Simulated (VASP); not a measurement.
# CuI (Marshite) (F-43m) in VASP: further runs, part 3 of 4

VASP 6.6.1.

**4. Relaxation of cell and atoms, PBEsol**

Input file INCAR:

```
ALGO = Normal ; EDIFF = 1E-6
EDIFFG = -0.01 ; ENCUT = 600
GGA = PS ; IBRION = 2
ISIF = 3 ; ISMEAR = 0
KPAR = 4 ; LASPH = T
LCHARG = F ; LREAL = F
LWAVE = F ; NELM = 80
NSW = 90 ; PREC = Accurate
SIGMA = 0.03
```

Input file KPOINTS:

```
k-points
0
Gamma
  8 8 8
```

Input file POSCAR:

```
CuI
1.0
    0.0000000000      3.0315000000      3.0315000000
    3.0315000000      0.0000000000      3.0315000000
    3.0315000000      3.0315000000      0.0000000000
Cu I
1 1
Direct
    0.2500000000      0.2500000000      0.2500000000
    0.0000000000      0.0000000000      0.0000000000
```

Potentials or basis: VASP PAW PBE potentials, release 64 (Cu, I).

On the command line:

```console
cat potpaw_PBE.64/Cu/POTCAR potpaw_PBE.64/I/POTCAR > POTCAR
mpirun -np 4 vasp_std > vasp.out
```

OUTCAR:

```text
EDIFF = 1E-6
   EDIFFG = -0.01
   ENCUT = 600
   GGA = PS
   IBRION = 2
   ISIF = 3
   ISMEAR = 0
   LASPH = T
   LREAL = F
   NELM = 80
   NSW = 90
   PREC = Accurate

 ion  position               nearest neighbor table
   1  0.250  0.250  0.250-   2 2.63   2 2.63   2 2.63   2 2.63
   2  0.000  0.000  0.000-   1 2.63   1 2.63   1 2.63   1 2.63

  LATTYP: Found a face centered cubic cell.
 ALAT       =     6.0630000000

  Lattice vectors:

 A1 = (   0.0000000000,   3.0315000000,   3.0315000000)
 A2 = (   3.0315000000,   0.0000000000,   3.0315000000)
 A3 = (   3.0315000000,   3.0315000000,   0.0000000000)

Analysis of symmetry for initial positions (statically):
=====================================================================
 Subroutine PRICEL returns:
 Original cell was already a primitive cell.

 Routine SETGRP: Setting up the symmetry group for a
 face centered cubic supercell.

 Subroutine GETGRP returns: Found 24 space group operations
 (whereof 24 operations were pure point group operations)
 out of a pool of 48 trial point group operations.

The static configuration has the point symmetry T_d .

Analysis of symmetry for dynamics (positions and initial velocities):
=====================================================================
 Subroutine PRICEL returns:
 Original cell was already a primitive cell.

 Routine SETGRP: Setting up the symmetry group for a
 face centered cubic supercell.

 Subroutine GETGRP returns: Found 24 space group operations
 (whereof 24 operations were pure point group operations)
 out of a pool of 48 trial point group operations.

The dynamic configuration has the point symmetry T_d .

 Subroutine INISYM returns: Found 24 space group operations
 (whereof 24 operations are pure point group operations),
 and found     1 'primitive' translations

----------------------------------------------------------------------------------------

                                     Primitive cell

  volume of cell :      55.7189

  direct lattice vectors                    reciprocal lattice vectors
     0.000000000  3.031500000  3.031500000    -0.164934851  0.164934851  0.164934851
     3.031500000  0.000000000  3.031500000     0.164934851 -0.164934851  0.164934851
     3.031500000  3.031500000  0.000000000     0.164934851  0.164934851 -0.164934851

  length of vectors
     4.287188414  4.287188414  4.287188414     0.285675541  0.285675541  0.285675541

  position of ions in fractional coordinates (direct lattice)
     0.250000000  0.250000000  0.250000000
     0.000000000  0.000000000  0.000000000

  ion indices of the primitive-cell ions
   primitive index   ion index
                 1           1
                 2           2

----------------------------------------------------------------------------------------

 KPOINTS: k-points

Automatic generation of k-mesh.
 Grid dimensions read from file:
 generate k-points for:    8    8    8

 Generating k-lattice:

  Cartesian coordinates                     Fractional coordinates (reciprocal lattice)
    -0.020616856  0.020616856  0.020616856     0.125000000  0.000000000  0.000000000
     0.020616856 -0.020616856  0.020616856     0.000000000  0.125000000  0.000000000
     0.020616856  0.020616856 -0.020616856     0.000000000  0.000000000  0.125000000

  Length of vectors
[... 47 lines left out ...]
   ISTART =      0    job   : 0-new  1-cont  2-samecut
   ICHARG =      2    charge: 1-file 2-atom 10-const
   ISPIN  =      1    spin polarized calculation?
   LNONCOLLINEAR =      F non collinear calculations
   LSORBIT =      F    spin-orbit coupling
   LASPH  =      T    aspherical Exc in radial PAW
   ENCUT  =  600.0 eV  44.10 Ry    6.64 a.u.   8.56  8.56  8.56*2*pi/ulx,y,z
   NELM   =     80;   NELMIN=  2; NELMDL= -5     # of ELM steps
   EDIFF  = 0.1E-05   stopping-criterion for ELM
   LREAL  =      F    real-space projection
   EDIFFG = -.1E-01   stopping-criterion for IOM
   NSW    =     90    number of steps for IOM
   IBRION =      2    ionic relax: 0-MD 1-quasi-New 2-CG
   NFREE  =      1    steps in history (QN), initial steepest desc. (CG)
   ISIF   =      3    stress and relaxation
   ISYM   =      2    0-nonsym 1-usesym 2-fastsym
   POTIM  = 0.5000    time-step for ionic-motion
   TEBEG  =    0.0;   TEEND  =   0.0 temperature during run
   PSTRESS=    0.0 pullay stress
   NELECT =      18.0000    total number of electrons
   NUPDOWN=      -1.0000    fix difference up-down
   EMIN   =  10.00;   EMAX   =-10.00  energy-range for DOS
   EFERMI =   0.00;   METHOD = LEGACY
   ISMEAR =     0;   SIGMA  =   0.03  broadening in eV -4-tet -1-fermi 0-gaus
   EFERMI_NEDOS =   21; number of points for ismear=-14 and -15
   IALGO  =     38    algorithm
   IMIX   =      4    mixing-type and parameters
     AMIX     =   0.40;   BMIX     =  1.00
     AMIX_MAG =   1.60;   BMIX_MAG =  1.00
  volume/ion in A,a.u.               =      27.86       188.00
  Fermi-wavevector in a.u.,A,eV,Ry     =   1.123306  2.122741 17.168055  1.261816
  Thomas-Fermi vector in A             =   2.259971
   LORBIT       =      0    0 simple, 1 ext, 2 COOP (PROOUT), +10 PAW based schemes
   GGA     = PS    functional components
   LHFCALC =     F    Hartree Fock is set to
   AEXX    =    0.0000 exact exchange contribution
   IVDW    =     0    specifies the selected vdW correction
   LEPSILON=     F    determine dielectric tensor
   LRPA    =     F    only Hartree local field effects (RPA)
 conjugate gradient relaxation of ions
 non-spin polarized calculation
 Gauss-broadening in eV      SIGMA  =   0.03
  energy-cutoff  :      600.00
  volume of cell :       55.72
 maximum number of plane-waves:      1880
 NGX is ok and might be reduce to    36
   NGX = 17   NGY = 17   NGZ = 17

--------------------------------------- Ionic step        1  -------------------------------------------

 number of electron      18.0000006 magnetization

 Free energy of the ion-electron system (eV)
  ---------------------------------------------------
  ext. energy  EPLUGINS =         0.00000000
  ---------------------------------------------------
  free energy    TOTEN  =        -6.29453061 eV

  energy without entropy =       -6.29453061  energy(sigma->0) =       -6.29453061

------------------------ aborting loop because EDIFF is reached ----------------------------------------

  FORCE on cell =-STRESS in cart. coord.  units (eV):
  Direction    XX          YY          ZZ          XY          YZ          ZX
  --------------------------------------------------------------------------------------
  -------------------------------------------------------------------------------------
  Total       -0.8559433     -0.8559433     -0.8559433      0.0000000     -0.0000000     -0.0000000
  in kB      -24.6123385    -24.6123385    -24.6123385      0.0000000     -0.0000000     -0.0000000
  external PRESSURE =     -24.6123385 kB  Pullay stress =       0.0000000 kB
[... 59 lines left out ...]
--------------------------------------- Ionic step        3  -------------------------------------------

 number of electron      17.9999991 magnetization

 Free energy of the ion-electron system (eV)
  ---------------------------------------------------
  ext. energy  EPLUGINS =         0.00000000
  ---------------------------------------------------
  free energy    TOTEN  =        -6.32110622 eV

  energy without entropy =       -6.32110622  energy(sigma->0) =       -6.32110622

 E-fermi :   5.1000     XC(G=0):  -9.4112

 val. band max:        4.9332548462   @ k =   0.0000   0.0000   0.0000
 cond. band min:       6.1200000029   @ k =   0.0000   0.0000   0.0000
 fundamental gap:      1.1867451567
 Fermi energy:         5.0999754109

 k-point     1 :       0.0000    0.0000    0.0000
  band No.  band energies     occupation
      1      -9.4159      2.00000
      2       1.0120      2.00000
      3       1.0120      2.00000
      4       1.0120      2.00000
      5       2.8048      2.00000
      6       2.8048      2.00000
      7       4.9333      2.00000
      8       4.9333      2.00000
      9       4.9333      2.00000
     10       6.1200      0.00000
     11       9.6965      0.00000
     12       9.6965      0.00000
     13       9.6965      0.00000
[... 354 lines left out ...]
  band No.  band energies     occupation
      1      -8.6609      2.00000
      2      -0.7568      2.00000
      3       0.4539      2.00000
      4       1.0081      2.00000
      5       2.7302      2.00000
      6       2.8156      2.00000
      7       2.9423      2.00000
      8       3.4282      2.00000
      9       3.7715      2.00000
     10       8.4993      0.00000
     11       9.4454      0.00000
     12      11.1878      0.00000
     13      12.3918      0.00000

 [... further k-points ...]
[... 5 lines left out ...]
  --------------------------------------------------------------------------------------
  -------------------------------------------------------------------------------------
  Total       -0.0181375     -0.0181375     -0.0181375      0.0000000      0.0000000      0.0000000
  in kB       -0.5529347     -0.5529347     -0.5529347      0.0000000      0.0000000      0.0000000
  external PRESSURE =      -0.5529347 kB  Pullay stress =       0.0000000 kB
[... 17 lines left out ...]
  FREE ENERGIE OF THE ION-ELECTRON SYSTEM (eV)
  ---------------------------------------------------
  free  energy   TOTEN  =        -6.3211062173 eV

  energy  without entropy=       -6.3211062173  energy(sigma->0) =       -6.32110622

 reached required accuracy - stopping structural energy minimisation
```

OSZICAR:

```text
N       E                     dE             d eps       ncg     rms          rms(c)
DAV:   1     0.103231390628E+03    0.10323E+03   -0.84623E+03   759   0.166E+03
DAV:   2     0.153845758634E+01   -0.10169E+03   -0.95004E+02   764   0.277E+02
DAV:   3    -0.631543695567E+01   -0.78539E+01   -0.76990E+01  1025   0.847E+01
DAV:   4    -0.657895688197E+01   -0.26352E+00   -0.26318E+00   820   0.134E+01
[... 31 lines left out ...]
DAV:   4    -0.632112044281E+01    0.15482E-03   -0.53819E-04   854   0.225E-01    0.339E-02
DAV:   5    -0.632111169810E+01    0.87447E-05   -0.20436E-05  1066   0.119E-01    0.296E-02
DAV:   6    -0.632110708982E+01    0.46083E-05   -0.46696E-06  1102   0.321E-02    0.117E-02
DAV:   7    -0.632110606975E+01    0.10201E-05   -0.14115E-06   459   0.459E-02    0.173E-03
DAV:   8    -0.632110621731E+01   -0.14757E-06   -0.12554E-06   424   0.104E-02
   3 F= -.63211062E+01 E0= -.63211062E+01  d E =-.265756E-01
```

CONTCAR:

```text
CuI
   1.00000000000000
     0.0000000000000000    2.9729983385448011    2.9729983385448011
     2.9729983385448011   -0.0000000000000000    2.9729983385448011
     2.9729983385448011    2.9729983385448011   -0.0000000000000000
  Cu              I
     1     1
Direct
     0.2500000000000000    0.2500000000000000    0.2500000000000000
     0.0000000000000000    0.0000000000000000    0.0000000000000000

  0.00000000E+00  0.00000000E+00  0.00000000E+00
  0.00000000E+00  0.00000000E+00  0.00000000E+00
```

Wall time 21 s (4 MPI ranks of Intel Xeon 6975P-C (Granite Rapids), shared host); peak memory 0.21 GiB.

Results:

```yaml
Free_energy: -6.3211 eV
Relaxed_volume: 26.28 Å³/atom
Relaxed_cell: a = 4.204 Å, b = 4.204 Å, c = 4.204 Å, α = 60.00°, β = 60.00°, γ = 60.00°
Space_group_after_relaxing_to_0.05_Å: F-43m (No. 216)
Energy_gained_by_relaxing: 13.3 meV/atom
Ionic_steps: 3
Pressure_after_relaxing: -0.1 GPa
Band_gap_on_the_k_mesh: 1.19 eV, direct
```

Step by step:
| step | energy change (eV) | largest force (eV/Å) | pressure (GPa) | volume (Å³) |
| --- | --- | --- | --- | --- |
| 1 | 0.0000 | 0.0000 | -2.46 | 55.72 |
| 2 | -0.0265 | 0.0000 | 0.23 | 52.34 |
| 3 | -0.0266 | 0.0000 | -0.06 | 52.55 |

Final structure:
```cif
data_structure
_symmetry_space_group_name_H-M 'P 1'
_symmetry_Int_Tables_number 1
_cell_length_a 4.2045
_cell_length_b 4.2045
_cell_length_c 4.2045
_cell_angle_alpha 60.000
_cell_angle_beta 60.000
_cell_angle_gamma 60.000
_cell_volume 52.55
loop_
_atom_site_label
_atom_site_type_symbol
_atom_site_fract_x
_atom_site_fract_y
_atom_site_fract_z
_atom_site_occupancy
Cu1 Cu 0.25000 0.25000 0.25000 1
I1 I 0.00000 0.00000 0.00000 1
```

Caveat: the PAW data sets were made with another functional, which shifts forces and pressure a little; spin-orbit coupling is left out, which moves the levels of the heavy elements. PBEsol gaps usually lie below the measured ones, often by a third to a half.

[end of part 3 of 4]
